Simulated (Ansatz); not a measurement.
Ge at a changed volume — field gradients at the nuclei

The cell is a structure deposited in the COD, relaxed with PBE at fixed cell and then changed (volume scaled by 1.04, ions relaxed).

Space group P4_32_12 (No. 96); a = 6.0080, c = 7.0719 Å.

| site | Wyckoff | site symmetry | x | y | z |
| --- | --- | --- | --- | --- | --- |
| Ge1 | 4a | ..2 | 0.0881 | 0.0881 | 0.0000 |
| Ge5 | 8b | 1 | 0.1718 | 0.3699 | 0.2544 |

One atom of each set is listed.

All values are calculated (Ansatz; DFT, PBE, plane waves and PAW, scalar-relativistic, 420 eV cutoff, Γ-centred 8×8×7 k-points, Fermi–Dirac smearing 0.02 eV), not measured.

Conventions: |V_zz| ≥ |V_yy| ≥ |V_xx|, η = (V_xx − V_yy)/V_zz, C_Q = eQV_zz/h.

⁷³Ge: I = 9/2, Q = -196.0 mb. Nuclear quadrupole moments: year-2017 set (Pyykkö).

Problem. Which values are expected at the nuclei?

Solution. 

| site | atoms | first shell | V_zz (10²¹ V/m²) | η | C_Q (MHz) |
| --- | --- | --- | --- | --- | --- |
| Ge1 | 4 | 4 Ge at 2.51–2.52 Å | 4.59 | 0.75 | -21.8 |
| Ge5 | 8 | 4 Ge at 2.51–2.55 Å | 5.55 | 0.76 | -26.3 |

With a gap of 0.4 eV on this mesh, the gradients can still move by some per cent as the k-mesh gets denser.

The relaxation (3 steps) took 47 s of wall time (3 min of CPU time) and 1.9 GiB at its peak, on 4 threads of Intel Xeon 6975P-C (Granite Rapids) (x86_64; 16 cores open to the job, memory cap 8.0 GiB, no GPU), a shared host with a load of 0.5 a core.
